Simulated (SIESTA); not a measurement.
AlN:

```
Al N
1.0
     0.00000    2.18399    2.18399
     2.18399    0.00000    2.18399
     2.18399    2.18399    0.00000
Al N
1 1
Direct
  0.00000 0.00000 0.00000
  0.25000 0.25000 0.25000
```

Measurements of this composition are mostly on another form, of space group No. 186.

Base run:

| Property | Result |
| --- | --- |
| Program | SIESTA 5.4.2 |
| Functional | PBEsol |
| Potentials or basis | PseudoDojo 0.4 standard (PBEsol files) |
| Basis | DZP (energy shift 0.003 Ry) |
| Grid cutoff | 800 Ry |
| Energy shift | 0.003 Ry |
| k mesh | 10 × 10 × 10 |
| Occupations | fermi-dirac, width 0.05 eV |
| Spin | no spin polarisation |

Its results: band gap on the k mesh 3.14 eV, indirect (least direct gap 4.31 eV); pressure 3.1 GPa.

Task: The run is repeated on the same cell with these changes: functional from PBEsol to LDA; potentials or basis from PseudoDojo 0.4 standard (PBEsol files) to PseudoDojo 0.4 standard (LDA files). What comes out?

Result: Band gap on the k mesh 3.22 eV, indirect (least direct gap 4.45 eV); pressure -2.7 GPa.

Caveats: the basis of atomic orbitals isn't converged, which shifts pressures, moduli and gaps.
